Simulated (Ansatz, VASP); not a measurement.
One calculation of Pt, two programs

INCAR

```
PREC     = Accurate       # precision mode
ENCUT    = 520            # plane-wave cutoff, eV
EDIFF    = 1E-7           # SCF threshold, eV
ISMEAR   = -1             # smearing method
SIGMA    = 0.1            # smearing width, eV
LREAL    = False          # projectors in reciprocal space
LASPH    = True           # aspherical terms in the spheres
NELM     = 100            # most SCF steps
ALGO     = Normal         # electronic algorithm
ISIF     = 2              # what is computed and relaxed
LWAVE    = False          # write WAVECAR
LCHARG   = False          # write CHGCAR
GGA      = RE             # functional
NBANDS   = 11             # bands
```

KPOINTS

```
regular mesh
0
Gamma
  13 13 13
```

Contents of POSCAR:

```
Pt
1.0
    2.6725122348      0.0000000000      0.0000000000
    0.0000000000      2.6725122348      0.0000000000
    0.0000000000      0.0000000000      2.6725122348
Pt
1
Direct
    0.0000000000      0.0000000000      0.0000000000
```

Input for Ansatz:

```yaml
crystal:
  lattice:
    - [2.6725122348, 0.0, 0.0]
    - [0.0, 2.6725122348, 0.0]
    - [0.0, 0.0, 2.6725122348]
  atoms:
    - { symbol: Pt, position: [0.0, 0.0, 0.0] }
hamiltonian:
  xc: revpbe
  pseudopotentials:
    kind: paw
    azcp:
      Pt: "pseudopotentials/Pt.paw.azcp"
basis:
  ecutwfc: 420
  fft_grid_basis: typed
kpoints:
  mp_grid: { grid: [13, 13, 13], shift: [0, 0, 0] }
magnetization:
  spin_polarized: false
scf:
  occupations: { method: fermi_dirac, width: 0.1 }
  lower_state_search: "off"
output:
  stress: true
  write_density: true
  write_potential: true
  elf: true
  volumetric_format: npy
```

Alike in both runs: task single point; functional revPBE; k mesh 13 × 13 × 13; occupations fermi-dirac, width 0.1 eV; no spin polarisation.

```csv
,VASP,Ansatz
version,VASP 6.6.1,Ansatz 0.2.0
potentials or method,"VASP PAW PBE potentials, release 64 (Pt)","plane waves (420 eV) with PAW, scalar-relativistic"
plane-wave cutoff (eV),520,420
valence electrons in the cell,10,18
```

|  | VASP | Ansatz | Ansatz less VASP |
| --- | --- | --- | --- |
| pressure (GPa) | -6.4 | -6.1 | +0.35 |

The functional is the same, so the differences come from potentials, cutoffs and numerics. The two sets of potentials don't hold the same shells in valence.

Caveats: the PAW data sets were made with another functional, which shifts forces and pressure a little (VASP). The runs have no spin-orbit coupling, so splittings on Pt are missing.
